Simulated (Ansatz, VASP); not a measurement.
## Two plane-wave programs on W

The input INCAR:

```
PREC     = Accurate       # precision mode
ENCUT    = 520            # plane-wave cutoff, eV
EDIFF    = 1E-6           # SCF threshold, eV
ISMEAR   = -1             # smearing method
SIGMA    = 0.1            # smearing width, eV
LREAL    = False          # projectors in reciprocal space
LASPH    = True           # aspherical terms in the spheres
NELM     = 100            # most SCF steps
ALGO     = Normal         # electronic algorithm
ISIF     = 2              # what is computed and relaxed
LWAVE    = False          # write WAVECAR
LCHARG   = False          # write CHGCAR
GGA      = PE             # functional
NBANDS   = 13             # bands
```

The input KPOINTS:

```
Automatic mesh
0
Gamma
  18 18 18
```

The input POSCAR:

```
W
1.0
    0.0000000000      1.8013075482      1.8013075482
    1.8013075482      0.0000000000      1.8013075482
    1.8013075482      1.8013075482      0.0000000000
W
1
Direct
    0.0000000000      0.0000000000      0.0000000000
```

Input for Ansatz:

```yaml
crystal:
  lattice:
    - [0.0, 1.8013075482, 1.8013075482]
    - [1.8013075482, 0.0, 1.8013075482]
    - [1.8013075482, 1.8013075482, 0.0]
  atoms:
    - { symbol: W, position: [0.0, 0.0, 0.0] }
kpoints:
  mp_grid: { grid: [18, 18, 18] }
scf:
  occupations: { method: fermi_dirac, width: 0.1 }
hamiltonian:
  xc: pbe
  pseudopotentials: { kind: paw }
output:
  forces: true
  stress: true
  eigenvalues: true
```

Change from the starting cell: volume scaled by 0.71, to set the pressure.

Alike in both runs: task single point; functional PBE; k mesh 18 × 18 × 18; occupations fermi-dirac, width 0.1 eV; no spin polarisation.

|  | VASP | Ansatz |
| --- | --- | --- |
| version | VASP 6.6.1 | Ansatz 0.2.0 |
| potentials or method | VASP PAW PBE potentials, release 64 (W_sv) | PAW with Ansatz's default frozen-core files, scalar-relativistic |
| plane-wave cutoff (eV) | 520 | 420 |
| valence electrons in the cell | 14 | 14 |

|  | VASP | Ansatz | Ansatz less VASP |
| --- | --- | --- | --- |
| pressure (GPa) | 191.6 | 186.5 | -5.06 |

Caveats: the cell as given lies far from equilibrium; so large a pressure means that the cell lies far from this level's equilibrium, or that cutoff or potentials fall short (VASP). Spin-orbit coupling is left out, which matters for the levels of W.
